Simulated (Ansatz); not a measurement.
Runs of Ansatz 0.2.0 on Ge. Symmetry: Cmcm, No. 63, orthorhombic system. The conventional cell has a = 2.976 Å, b = 5.189 Å, c = 4.728 Å, α = 90.00°, β = 90.00°, γ = 90.00°. Ge (site symmetry m2m) is surrounded by 12 Ge at 2.92 to 2.99 Å. This isn't the form of Ge at room conditions, which is diamond.

```csv
task,level,k mesh,cutoff (eV),points for each segment of the path,mesh quality,gap on the mesh (eV),V0 of scaled cells (Å³/atom),B0 (GPa),largest force (eV/Å)
band structure,HSE06,8 × 8 × 4,420,4,not flagged,none,-,-,0.01
equation of state,HSE06,6 × 6 × 4,420,-,coarse,-,18.48,79,-
equation of state,PBEsol,10 × 10 × 6,420,-,not flagged,-,18.37,(b),-
equation of state,PBE0,6 × 6 × 4,420,-,coarse,-,(a),81,-
equation of state,r2SCAN,10 × 10 × 6,500,-,not flagged,-,18.77,(c),-
equation of state,LDA,10 × 10 × 6,420,-,not flagged,-,17.97,80,-
single point,PBE0,8 × 8 × 4,420,-,not flagged,none,-,-,0.01
```

Alike in all rows: potentials or basis Ansatz PAW; no spin polarisation; cell as given; smearing fermi-dirac 0.05 eV.

Question: Fill in the values left out.

Answer: (a) 18.41; (b) 77; (c) 72.

Caveats: some runs use coarse meshes; the PAW data sets come from PBE, with cores solved anew for the run's functional, which leaves a small shift of forces and pressure; the cell was scaled at fixed shape and fractional positions, which overstates the stiffness of a crystal with free parameters, most of all of layers and chains (some runs).

A k mesh can miss the band edges, and the runs leave out spin-orbit coupling on Ge.

A gap of «none» marks a metal or a gap under the smearing width.

Not every run made on this cell is shown here.
